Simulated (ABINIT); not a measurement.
## LiBr (Fm-3m): G0W0 with and without spin-orbit coupling

Wanted: the effect of spin-orbit coupling on the quasiparticle gap of LiBr (Fm-3m).

Main program and level: ABINIT 10.8.3; PBE and many-body steps on it, plane waves.

## 1. Set-up

It takes space group Fm-3m (No. 225, cubic). The conventional cell has a = 5.501 Å, b = 5.501 Å, c = 5.501 Å, α = 90.00°, β = 90.00°, γ = 90.00°. Nearest to Li lie 6 Br at 2.75 Å. Nearest to Br lie 6 Li at 2.75 Å. Farther neighbours and most contacts between anions are not listed.

The cell and positions come from the Crystallography Open Database and are kept as given unless a step says otherwise.

## 2. Empty states on the mesh, 4×4×4 mesh, 93 bands

This step: ABINIT 10.8.3; DFT, PBE, plane waves, norm-conserving pseudopotentials.

The sums over transitions need many empty states on a uniform mesh; this step solves for them.

Contents of run.abi:

```
acell 3*1.0 Angstrom
rprim 
  0.000000000000 2.750650000000 2.750650000000
  2.750650000000 0.000000000000 2.750650000000
  2.750650000000 2.750650000000 0.000000000000
ntypat 2
znucl 3 35
natom 2
typat 1 2
xred 
  0.000000000000 0.000000000000 0.000000000000
  0.500000000000 0.500000000000 0.500000000000
pp_dirpath "pseudos"
pseudos "Li.upf, Br.upf"
ecut 33
ngkpt 4 4 4
nshiftk 1
shiftk 0 0 0
kptopt 1
chksymbreak 0
irdden 1
istwfk *1
nband 93
prtvol 0
optdriver 6
gwr_task "HDIAGO"
paral_kgb 0
occopt 1
indata_prefix "in"
outdata_prefix "out"
tmpdata_prefix "tmp"
```

The run is started by

```console
OMP_NUM_THREADS=1 mpirun -n 4 abinit run.abi > log
```

Numbers of over 12 decimals in the logs are rounded to 6 here.

The program printed:

```text
.Version 10.8.3 of ABINIT. v10.8.2 released Aug 2026.

 Symmetries : space group Fm -3 m (#225); Bravais cF (face-center cubic)
[... echo of the input left out ...]
== DATASET  1 ==================================================================
-   mpi_nproc: 4, omp_nthreads: 1 (-1 if OMP is not activated)

--- !DatasetInfo
iteration_state: {dtset: 1, }
dimensions: {natom: 2, nkpt: 8, mband: 93, nsppol: 1, nspinor: 1, nspden: 1, mpw: 2637, }
cutoff_energies: {ecut:  33.0, pawecutdg:  -1.0, }
[...]
Direct band gap semiconductor
 Fundamental gap:     4.938 (eV)
   VBM:     0.621 (eV) at k: [ 0.0000E+00,  0.0000E+00,  0.0000E+00]
   CBM:     5.559 (eV) at k: [ 0.0000E+00,  0.0000E+00,  0.0000E+00]
 Direct gap:         4.938 (eV) at k: [ 0.0000E+00,  0.0000E+00,  0.0000E+00]

== END DATASET(S) ==============================================================
================================================================================

 -outvars: echo values of variables after computation  --------
           etotal      0.0000000000E+00
            nband          93
             nkpt           8
          spgroup         225
 [... the other variables as echoed above ...]

 Calculation completed.
```

It took 31 s on 4 MPI ranks of Arm Neoverse V1, shared host; peak memory 1.6 GiB; 2 min of CPU time.

Numbers from this step:

| Property | Result |
| --- | --- |
| gap | 4.938 eV |
| k of the valence top | 0, 0, 0 |
| k of the conduction bottom | 0, 0, 0 |
| least direct gap | 4.938 eV |
| k points computed | 8 |
| lowest point of the top converged band, above the valence top | 80.4780 eV |

On this mesh the gap is 4.938 eV.

The density comes from a self-consistent run that is not shown.

## 3. Screening, 4×4×4 mesh, 85 bands, screening to 149.7 eV

The RPA dielectric matrix is built and inverted for each q.

This step: RPA screening on PBE, plane waves, norm-conserving pseudopotentials.

Changes to run.abi since step 2:

```diff
@@ -20,10 +20,11 @@
 chksymbreak 0
-irdden 1
 istwfk *1
-nband 93
-prtvol 0
-optdriver 6
-gwr_task "HDIAGO"
-paral_kgb 0
 occopt 1
+irdwfk 1
+optdriver 3
+nband 85
+ecuteps 5.5
+inclvkb 0
+awtr 1
+symchi 1
 indata_prefix "in"
```

The program printed:

```text
.Version 10.8.3 of ABINIT. v10.8.2 released Aug 2026.

 Symmetries : space group Fm -3 m (#225); Bravais cF (face-center cubic)
[... echo of the input left out ...]
== DATASET  1 ==================================================================
-   mpi_nproc: 4, omp_nthreads: 1 (-1 if OMP is not activated)

--- !DatasetInfo
iteration_state: {dtset: 1, }
dimensions: {natom: 2, nkpt: 8, mband: 85, nsppol: 1, nspinor: 1, nspden: 1, mpw: 2637, }
cutoff_energies: {ecut:  33.0, pawecutdg:  -1.0, }
electrons: {nelect:   1.00000000E+01, charge:   0.00000000E+00, occopt:   1.00000000E+00, tsmear:   1.00000000E-02, }

 SCREENING: Calculation of the susceptibility and dielectric matrices

 Based on a program developped by R.W. Godby, V. Olevano, G. Onida, and L. Reining.
 Incorporated in ABINIT by V. Olevano, G.-M. Rignanese, and M. Torrent.
.Using double precision arithmetic ; gwpc =  8

[... cell and pseudopotentials left out ...]
--------------------------------------------------------------------------------

 ==== K-mesh for the wavefunctions ====
 Number of points in the irreducible wedge :     8
[... list of points left out ...]
 Together with 48 symmetry operations and time-reversal symmetry
 yields    64 points in the full Brillouin Zone.

 ==== Q-mesh for the screening function ====
 Number of points in the irreducible wedge :     8
[... list of points left out ...]
 Together with 48 symmetry operations and time-reversal symmetry
 yields    64 points in the full Brillouin Zone.

 setmesh: FFT mesh size selected  =    27x   27x   27
          total number of points  =        19683

 vcoul_init : cutoff-mode = AUXILIARY_FUNCTION
 q-points for optical limit:   1
     1)      0.000010    0.000020    0.000030

- screening: taking advantage of time-reversal symmetry
- Maximum band index for partially occupied states nbvw = 5
- Remaining bands to be divided among processors   nbcw = 80
- Number of bands treated by each node ~20

 Number of electrons calculated from density =   10.0000; Expected =   10.0000
 average of density, n =  0.035601
 r_s =    1.8857
 omega_plasma =   18.2008 [eV]

 calculating chi0 at frequencies [eV] :
  1    0.000000E+00    0.000000E+00
  2    0.000000E+00    1.820075E+01

--------------------------------------------------------------------------------
  q-point number  1        q = ( 0.000000, 0.000000, 0.000000) [r.l.u.]
--------------------------------------------------------------------------------
[... chi0 elements left out ...]
 For q-point:  0.000010 0.000020 0.000030
  dielectric constant =   3.2248
  dielectric constant without local fields =   3.8037

  Average fulfillment of the sum rule on Im[epsilon] for q-point    1 :     83.83  [%]
[... wings left out ...]
  q-point number  2        q = ( 0.250000, 0.000000, 0.000000) [r.l.u.]
--------------------------------------------------------------------------------
[... chi0 elements left out ...]
  Average fulfillment of the sum rule on Im[epsilon] for q-point    2 :     92.31  [%]

 [... 6 further q-points ...]
```

Run time: 8.7 s. Hardware: 4 MPI ranks; peak memory 0.56 GiB.

This step gave:

```
ε∞ with local fields, on this mesh, along the program's q direction : 3.225
the same without local fields                                       : 3.804
plasma frequency                                                    : 18.20 eV
plane waves in the screening matrix                                 : 169
```

Local fields lower ε∞ by 15 %. On a Γ-centred mesh this coarse the value itself is usually too large, while a short band sum pulls it down.

## 4. Scalar-relativistic

The self-energy is evaluated for the states that the input lists, and the levels follow from it, in one-shot runs by the linearised quasiparticle equation.

This step: G0W0 on PBE, plane waves, norm-conserving pseudopotentials.

Changes to run.abi since step 3:

```diff
@@ -23,8 +23,15 @@
 irdwfk 1
-optdriver 3
+optdriver 4
 nband 85
+gwcalctyp 0
+ecutsigx 33
+symsigma 1
+nkptgw 1
+kptgw 
+  0.0000000000 0.0000000000 0.0000000000
+bdgw 
+  3 9
 ecuteps 5.5
-inclvkb 0
-awtr 1
-symchi 1
+irdscr 1
+ppmodel 1
 indata_prefix "in"
```

The program printed:

```text
.Version 10.8.3 of ABINIT. v10.8.2 released Aug 2026.

 Symmetries : space group Fm -3 m (#225); Bravais cF (face-center cubic)
[... echo of the input left out ...]
== DATASET  1 ==================================================================
-   mpi_nproc: 4, omp_nthreads: 1 (-1 if OMP is not activated)

--- !DatasetInfo
iteration_state: {dtset: 1, }
dimensions: {natom: 2, nkpt: 8, mband: 85, nsppol: 1, nspinor: 1, nspden: 1, mpw: 2637, }
cutoff_energies: {ecut:  33.0, pawecutdg:  -1.0, }
electrons: {nelect:   1.00000000E+01, charge:   0.00000000E+00, occopt:   1.00000000E+00, tsmear:   1.00000000E-02, }

 SIGMA: Calculation of the GW corrections

 Based on a program developped by R.W. Godby, V. Olevano, G. Onida, and L. Reining.
 Incorporated in ABINIT by V. Olevano, G.-M. Rignanese, and M. Torrent.
.Using double precision arithmetic ; gwpc =  8

[... cell and pseudopotentials left out ...]
--------------------------------------------------------------------------------

 ==== K-mesh for the wavefunctions ====
 Number of points in the irreducible wedge :     8
[... list of points left out ...]
 Together with 48 symmetry operations and time-reversal symmetry
 yields    64 points in the full Brillouin Zone.

 ==== Q-mesh for screening function ====
 Number of points in the irreducible wedge :     8
[... list of points left out ...]
 Together with 48 symmetry operations and time-reversal symmetry
 yields    64 points in the full Brillouin Zone.

 vcoul_init : cutoff-mode = AUXILIARY_FUNCTION
 q-points for optical limit:   1
     1)      0.000010    0.000020    0.000030
 setmesh: FFT mesh size selected  =    40x   40x   40
          total number of points  =        64000

 Number of electrons calculated from density =   10.0000; Expected =   10.0000
 average of density, n =  0.035601
 r_s =    1.8857
 omega_plasma =   18.2008 [eV]

 === KS Band Gaps ===
  >>>> For spin  1
   Minimum direct gap =   4.9381 [eV], located at k-point      :   0.0000  0.0000  0.0000
   Fundamental gap    =   4.9381 [eV], Top of valence bands at :   0.0000  0.0000  0.0000
                                       Bottom of conduction at :   0.0000  0.0000  0.0000
 SIGMA fundamental parameters:
 PLASMON POLE MODEL  1
 number of plane-waves for SigmaX                 2637
 number of plane-waves for SigmaC and W            169
 number of plane-waves for wavefunctions          2637
 number of bands                                    85
 number of independent spin polarizations            1
 number of spinorial components                      1
 number of k-points in IBZ                           8
 number of q-points in IBZ                           8
 number of symmetry operations                      48
 number of k-points in BZ                           64
 number of q-points in BZ                           64
 number of frequencies for dSigma/dE                 9
 frequency step for dSigma/dE [eV]                0.25
 number of omega for Sigma on real axis              0
 max omega for Sigma on real axis  [eV]           0.00
 zcut for avoiding poles [eV]                     0.10

 EPSILON^-1 parameters (SCR file):
 dimension of the eps^-1 matrix on file            169
 dimension of the eps^-1 matrix used               169
 number of plane-waves for wavefunctions          2637
 number of bands                                    85
 number of q-points in IBZ                           8
 number of frequencies                               2
 number of real frequencies                          1
 number of imag frequencies                          1

 matrix elements of self-energy operator (all in [eV])

 Perturbative Calculation

--- !SelfEnergy_ee
iteration_state: {dtset: 1, }
kpoint     : [   0.000,    0.000,    0.000, ]
spin       : 1
KS_gap     :    4.938
QP_gap     :    7.030
Delta_QP_KS:    2.092
data: !SigmaeeData |
     Band     E0 <VxcDFT>   SigX SigC(E0)      Z dSigC/dE  Sig(E)    E-E0       E
        3   0.621 -13.199 -16.749   1.854   0.806  -0.240 -14.566  -1.367  -0.746
        4   0.621 -13.199 -16.749   1.854   0.806  -0.240 -14.566  -1.367  -0.746
        5   0.621 -13.199 -16.749   1.854   0.806  -0.240 -14.566  -1.367  -0.746
        6   5.559  -8.498  -4.276  -3.359   0.840  -0.191  -7.773   0.725   6.284
        7  11.140  -8.410  -3.721  -3.631   0.833  -0.201  -7.529   0.881  12.022
        8  11.140  -8.410  -3.721  -3.631   0.833  -0.201  -7.529   0.881  12.022
        9  11.140  -8.410  -3.721  -3.631   0.833  -0.201  -7.529   0.881  12.022

== END DATASET(S) ==============================================================
================================================================================

 -outvars: echo values of variables after computation  --------
           etotal      0.0000000000E+00
            nband          85
             nkpt           8
          spgroup         225
 [... the other variables as echoed above ...]

 Calculation completed.
```

It took 4.1 s on 4 MPI ranks; peak memory 0.52 GiB.

Numbers from this step:

```
G0W0 gap on the points computed              : 7.030 eV
starting gap on the mesh                     : 4.938 eV
k of the valence top                         : 0, 0, 0
k of the conduction bottom                   : 0, 0, 0
Z at the valence top                         : 0.806
Z at the conduction bottom                   : 0.84
least direct G0W0 gap on the computed points : 7.030 eV
```

The gap on the mesh goes from 4.94 eV to 7.03 eV, a correction of +2.09 eV.

## 5. Empty states on the mesh, 4×4×4 mesh, 186 bands

This step: DFT, PBE with spin-orbit coupling, plane waves, norm-conserving pseudopotentials.

Changes to run.abi since step 4:

```diff
@@ -15,2 +15,3 @@
 ecut 33
+nspinor 2
 ngkpt 4 4 4
@@ -20,18 +21,10 @@
 chksymbreak 0
+iscf -2
+irdden 1
 istwfk *1
-occopt 1
-irdwfk 1
-optdriver 4
-nband 85
-gwcalctyp 0
-ecutsigx 33
-symsigma 1
-nkptgw 1
-kptgw 
-  0.0000000000 0.0000000000 0.0000000000
-bdgw 
-  3 9
-ecuteps 5.5
-irdscr 1
-ppmodel 1
+nband 186
+nbdbuf 16
+tolwfr 1e-09
+nstep 60
+prtvol 0
 indata_prefix "in"
```

The program printed:

```text
.Version 10.8.3 of ABINIT. v10.8.2 released Aug 2026.

 Symmetries : space group Fm -3 m (#225); Bravais cF (face-center cubic)
[... echo of the input left out ...]
== DATASET  1 ==================================================================
-   mpi_nproc: 4, omp_nthreads: 1 (-1 if OMP is not activated)

--- !DatasetInfo
iteration_state: {dtset: 1, }
dimensions: {natom: 2, nkpt: 8, mband: 186, nsppol: 1, nspinor: 2, nspden: 1, mpw: 2637, }
cutoff_energies: {ecut:  33.0, pawecutdg:  -1.0, }
[...]
3.30671    3.30671    3.31477    3.31477    3.31477    3.31477    3.35369    3.35369
   3.35370    3.35371    3.35378    3.35438    3.35874    3.35876    3.35884    3.35961
   3.37339    3.37418
 prteigrs : prtvol=0 or 1, do not print more k-points.

== END DATASET(S) ==============================================================
================================================================================

 -outvars: echo values of variables after computation  --------
            nband         186
             nkpt           8
          spgroup         225
 [... the other variables as echoed above ...]

 Calculation completed.
```

Elapsed: 1.8 min, on 4 MPI ranks; peak memory 0.42 GiB.

Numbers from this step:

```
gap                                                           : 4.761 eV
k of the valence top                                          : 0, 0, 0
k of the conduction bottom                                    : 0, 0, 0
least direct gap                                              : 4.761 eV
k points computed                                             : 8
lowest point of the top converged band, above the valence top : 80.3049 eV
```

On this mesh the gap is 4.761 eV.

The density comes from a self-consistent run that is not shown, made with spin-orbit coupling and fully relativistic files.

[end of part 1 of 2]

[Paths, hosts, dates, memory and timing lines, banners, echoed tables and standing remarks are left out of the program output.]

[Logs are printed without paths, hosts, clocks, repeated set-up lines and the standing remarks that a program may print on its own settings, such as how far it seeks lower states.]

[Runs of the session that timed out or met a known fault of the program may be left out.]

[Hosts, paths, dates, database ids (printed as entryN), source tags and the programs' standing remarks are cut or masked in the printed files.]

[G0W0 gaps are taken among the corrected bands and points alone; a level outside them can change the order at an edge.]

[Where Ansatz stands beside ABINIT at settings called matched, ABINIT's density can come from a denser mesh and the files from another edition; pairs whose starting gaps differed by over 0.03 eV were left out, so agreement reads better than it is.]
